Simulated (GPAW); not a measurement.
Runs of GPAW 26.7.0 on Ag. The structure is cubic, space group Im-3m (No. 229). The conventional cell has a = 3.311 Å, b = 3.311 Å, c = 3.311 Å, α = 90.00°, β = 90.00°, γ = 90.00°. Ag (site symmetry m-3m) has 8 Ag at 2.87 Å as nearest neighbours. This isn't the form of Ag at room conditions, which is fcc.

| level | potentials or basis | eigensolver | gap on the mesh (eV) | pressure (GPa) |
| --- | --- | --- | --- | --- |
| PW91 | PAW data sets generated in the run's folder for this functional, pw | - | none | -1.1 |
| vdW-DF-cx | GPAW PAW data sets (gpaw-data 1.2.1), pw | - | none | - |
| PBEsol | PAW data sets generated in the run's folder for this functional, pw | - | none | (b) |
| LDA | the program's PAW data sets (release 1.2.1) made for this functional, pw | - | none | (a) |
| revPBE | the program's PAW data sets (release 1.2.1) made for this functional, pw | - | none | 1.9 |
| BLYP | PAW data sets generated in the run's folder for this functional, pw | davidson | none | 5.6 |
| r2SCAN | GPAW PAW data sets (gpaw-data 1.2.1), pw | - | none | -3.4 |
| vdW-DF2 | GPAW PAW data sets (gpaw-data 1.2.1), pw | - | none | - |

Alike in all rows: task single point; no spin polarisation; cell as given; k mesh 11 × 11 × 11; cutoff (eV) 600; smearing fermi-dirac 0.05 eV.

Task: Estimate the missing entries.

Result: (a) -11.5; (b) -7.3.

Caveats: the PAW data sets were made with another functional, which shifts forces and pressure a little (some runs).

A k mesh can miss the band edges, and the runs leave out spin-orbit coupling on Ag.

A gap of «none» marks a metal or a gap under the smearing width.

Runs at the PBE level aren't shown here.
